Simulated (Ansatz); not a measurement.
GeO₂:
```
GeO2
1.0
    4.48802     0.00000     0.00000
    0.00000     4.48802     0.00000
    0.00000     0.00000     2.90546
Ge O
2 4
Direct
  0.50000   0.50000   0.50000
  0.00000   0.00000   0.00000
  0.69287   0.69287   0.00000
  0.30713   0.30713   0.00000
  0.80713   0.19287   0.50000
  0.19287   0.80713   0.50000
```

Relaxed with PBE. Special points in fractions of this cell's reciprocal vectors: Γ (0.000, 0.000, 0.000); X (0.000, 0.500, 0.000); M (0.500, 0.500, 0.000); Z (0.000, 0.000, 0.500); R (0.000, 0.500, 0.500); A (0.500, 0.500, 0.500).

### Question
List the band energies nearest the valence-band maximum at these points for the program Ansatz at the PBE level (PAW).

### Answer
In eV from the valence-band maximum; about four levels below and three above (degenerate sets whole), none deeper than 8.9 eV; points with the same levels are listed once.

| k | below | above |
|---|---|---|
| Γ | -1.94 -1.94 -0.79 -0.79 0.00 | 1.22 5.56 6.81 6.81 |
| X | -1.76 -1.76 -0.80 -0.80 | 4.36 4.36 7.52 7.52 |
| M | -2.03 -2.03 -1.41 -1.41 | 4.44 4.44 8.15 8.15 |
| Z | -2.11 -2.11 -1.79 -1.79 | 5.66 5.66 10.73 10.73 |
| R | -1.34 -1.34 -1.32 -1.32 | 5.88 5.88 8.02 8.02 |
| A | -1.31 -1.31 -1.09 -1.09 | 4.26 4.26 9.48 9.48 |

Space group P4_2/mnm (rutile). Symmetry was held in the PBE relaxation. Scalar-relativistic: spin–orbit coupling is off unless named, which matters more the heavier the elements.

Potentials: the earlier of the program's two PAW sets.
